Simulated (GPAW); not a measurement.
Set up this calculation in GPAW 26.7.0, as an ASE script.

```
Task                : single point
Functional          : PBE
Potentials or basis : GPAW PAW data sets (gpaw-data 1.2.1)
Cutoff              : 800 eV
Basis               : pw
k mesh              : 10 × 10 × 5
Occupations         : gaussian, width 0.013 eV
Spin                : no spin polarisation
Maxiter             : 150
```

The system is Mg.

```
Mg
1.0
     3.20930    0.00000    0.00000
    -1.60465    2.77934    0.00000
     0.00000    0.00000    5.21030
Mg
2
Direct
  0.66667 0.33333 0.75000
  0.33333 0.66667 0.25000
```

The input as run:

run.py

```python
from ase import Atoms
from ase.dft.bandgap import bandgap
from ase.io import write
from ase.units import GPa
from gpaw import GPAW, PW

atoms = Atoms(['Mg', 'Mg'],
              cell=[[3.2093, 0.0, 0.0],
                    [-1.60465, 2.7793353284, 0.0],
                    [0.0, 0.0, 5.2103]],
              scaled_positions=[[0.6666666667, 0.3333333333, 0.75],
                                [0.3333333333, 0.6666666667, 0.25]],
              pbc=True)

calc = GPAW(mode=PW(800),
            xc='PBE',
            kpts={'size': (10, 10, 5), 'gamma': True},
            occupations={'name': 'methfessel-paxton', 'order': 0, 'width': 0.013000000000000001},
            nbands=19,
            convergence={'density': 1e-05, 'energy': 1e-05},
            maxiter=150,
            txt='gpaw.txt')
atoms.calc = calc
energy = atoms.get_potential_energy()
forces = atoms.get_forces()
stress = atoms.get_stress()
calc.write('gs.gpw')
write('result.traj', atoms)
print(f'Energy: {energy:.6f} eV')
print('Forces (eV/A):')
print(forces.round(4))
print('Stress (GPa):', (stress / GPa).round(3))
print('Fermi level:', round(calc.get_fermi_level(), 4), 'eV')
print(f'Gap: {bandgap(calc)[0]:.4f} eV, direct: {bandgap(calc, direct=True)[0]:.4f} eV')
```

Potentials or basis: GPAW PAW data sets (gpaw-data 1.2.1), pw.

Launch:

```console
$ OMP_NUM_THREADS=1 python run.py
```

Results of the run:

The pressure is -0.5 GPa and the band gap on the k mesh is none (metal or under the smearing width).

Run time: 37 s on 1 thread of Intel(R) Xeon(R) Platinum 8375C CPU @ 2.90GHz (Ice Lake), on a shared host, peak memory 0.2 GiB.
